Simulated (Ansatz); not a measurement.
# CO2 (P4_2/mnm): how the settings move a calculation

Question: which choices in the input matter for CO2 (P4_2/mnm)?

Program: Ansatz 0.2.0. Level of theory: reference: DFT PBE, scalar-relativistic, plane waves, PAW. These are calculated values, not measurements.

2 further runs of the same task are left out: 1 that didn't finish, 1 set aside as unsound or not needed. Runs told in other sessions of the task aren't counted.

### Step 1. Starting point

It takes space group P4_2/mnm (No. 136, tetragonal). Conventional cell: a = 3.516 Å, b = 3.516 Å, c = 4.104 Å, α = 90.00°, β = 90.00°, γ = 90.00°. Around C (site symmetry mmm) lie 2 O at 1.14 Å. O (site symmetry m2m) is surrounded by 1 C at 1.14 Å.

Structure file:

```xyz
6
Lattice="3.5161 0.0000 0.0000 0.0000 3.5161 0.0000 0.0000 0.0000 4.1043" Properties=species:S:1:pos:R:3 pbc="T T T"
C     0.0000    0.0000    0.0000
C     1.7581    1.7581    2.0522
O     0.8087    0.8087    0.0000
O     0.9493    2.5668    2.0522
O     2.7074    2.7074    0.0000
O     2.5668    0.9493    2.0522
```

### Step 2. Reference

input.yaml reads:

```yaml
crystal:
  lattice:
    - [3.5161001505, 0.0, 0.0]
    - [0.0, 3.5161001505, 0.0]
    - [0.0, 0.0, 4.1043001756]
  atoms:
    - { symbol: C, position: [0.0, 0.0, 0.0] }
    - { symbol: C, position: [0.5, 0.5, 0.5] }
    - { symbol: O, position: [0.23, 0.23, 0.0] }
    - { symbol: O, position: [0.27, 0.73, 0.5] }
    - { symbol: O, position: [0.77, 0.77, 0.0] }
    - { symbol: O, position: [0.73, 0.27, 0.5] }
basis:
  ecutwfc: 420
  ecutrho_ratio: 4
kpoints:
  mp_grid: { grid: [6, 6, 6] }
hamiltonian:
  xc: pbe
scf:
  occupations: { method: gaussian, width: 0.05 }
output:
  forces: true
  stress: true
  eigenvalues: true
relax:
  f_tol: 0.015
  max_steps: 40
  cell: { stress_tol: 0.15, fix: [volume] }
```

Command:

```bash
$ ansatz run input.yaml --threads 4 --pin off --max-ram 8192MiB --backend cpu --events-out ev --progress --plain --runs-dir out
```

### Step 3. Changing settings: ecutwfc 22.0 Ry, eigensolver.kind davidson

input.yaml reads:

```yaml
crystal:
  lattice:
    - [3.535335810268, 0.0, 0.0]
    - [0.0, 3.535335810268, 0.0]
    - [0.0, 0.0, 4.059758923175]
  atoms:
    - { symbol: C, position: [-1.927210058869e-21, -8.287003253137e-20, 0.0] }
    - { symbol: C, position: [0.5, 0.5, 0.5] }
    - { symbol: O, position: [0.2316650310159, 0.2316650310159, 0.0] }
    - { symbol: O, position: [0.2683349689841, 0.7316650310159, 0.5] }
    - { symbol: O, position: [0.7683349689841, 0.7683349689841, 0.0] }
    - { symbol: O, position: [0.7316650310159, 0.2683349689841, 0.5] }
basis:
  ecutwfc: "22.0 Ry"
  ecutrho_ratio: 4
kpoints:
  mp_grid: { grid: [6, 6, 6] }
hamiltonian:
  xc: pbe
scf:
  occupations: { method: gaussian, width: 0.05 }
  eigensolver: { kind: davidson }
output:
  forces: true
  stress: true
```

### Step 4. Variant: scf.algorithm density_mixing

input.yaml reads:

```yaml
crystal:
  lattice:
    - [3.535335810268, 0.0, 0.0]
    - [0.0, 3.535335810268, 0.0]
    - [0.0, 0.0, 4.059758923175]
  atoms:
    - { symbol: C, position: [-1.927210058869e-21, -8.287003253137e-20, 0.0] }
    - { symbol: C, position: [0.5, 0.5, 0.5] }
    - { symbol: O, position: [0.2316650310159, 0.2316650310159, 0.0] }
    - { symbol: O, position: [0.2683349689841, 0.7316650310159, 0.5] }
    - { symbol: O, position: [0.7683349689841, 0.7683349689841, 0.0] }
    - { symbol: O, position: [0.7316650310159, 0.2683349689841, 0.5] }
basis:
  ecutwfc: 420
  ecutrho_ratio: 4
kpoints:
  mp_grid: { grid: [6, 6, 6] }
hamiltonian:
  xc: pbe
scf:
  occupations: { method: gaussian, width: 0.05 }
  algorithm: density_mixing
output:
  forces: true
  stress: true
```

### Step 5. Changing settings: occupations.method fermi_dirac, occupations.width 0.001

input.yaml reads:

```yaml
crystal:
  lattice:
    - [3.535335810268, 0.0, 0.0]
    - [0.0, 3.535335810268, 0.0]
    - [0.0, 0.0, 4.059758923175]
  atoms:
    - { symbol: C, position: [-1.927210058869e-21, -8.287003253137e-20, 0.0] }
    - { symbol: C, position: [0.5, 0.5, 0.5] }
    - { symbol: O, position: [0.2316650310159, 0.2316650310159, 0.0] }
    - { symbol: O, position: [0.2683349689841, 0.7316650310159, 0.5] }
    - { symbol: O, position: [0.7683349689841, 0.7683349689841, 0.0] }
    - { symbol: O, position: [0.7316650310159, 0.2683349689841, 0.5] }
basis:
  ecutwfc: 420
  ecutrho_ratio: 4
kpoints:
  mp_grid: { grid: [6, 6, 6] }
hamiltonian:
  xc: pbe
scf:
  occupations: { method: fermi_dirac, width: 0.001 }
output:
  forces: true
  stress: true
  write_density: true
  write_potential: true
  elf: true
  volumetric_format: npy
```

**Question.** What will these runs give? Wanted: for each run, ending; energy change; pressure; gap; force.

As calculated:

| run | ending | energy change | pressure (GPa) | gap (eV) | force (eV/Å) | cycles | time |
| --- | --- | --- | --- | --- | --- | --- | --- |
| reference | converged | 0 | 28.9 | 5.57 | 0.00 | - | 4.8 s |
| 1: ecutwfc 22.0 Ry, eigensolver.kind davidson | converged | +371.6 meV/atom | 27.6 | 5.56 | 0.04 | 7 | 0.82 s |
| 2: scf.algorithm density_mixing | converged | 0.0 meV/atom | 28.9 | 5.57 | 0.00 | 6 | 0.97 s |
| 3: occupations.method fermi_dirac, occupations.width 0.001 | converged | 0.0 meV/atom (σ→0) | 28.9 | 5.57 | 0.00 | 6 | 1.4 s |

Times don't compare one to one where runs were asked for different outputs or read a saved state (see the inputs); cycles may leave out searches for a lower state.

Run 1 ran under the cutoff that the potentials recommend, as the log warns, so basis error is mixed into its values. The structure is not at rest: the sound run finds 29 GPa, so these are no properties of the relaxed crystal. 

These are semilocal Kohn-Sham gaps, which aren't the measured quantity. Such gaps usually fall short of the measured ones.
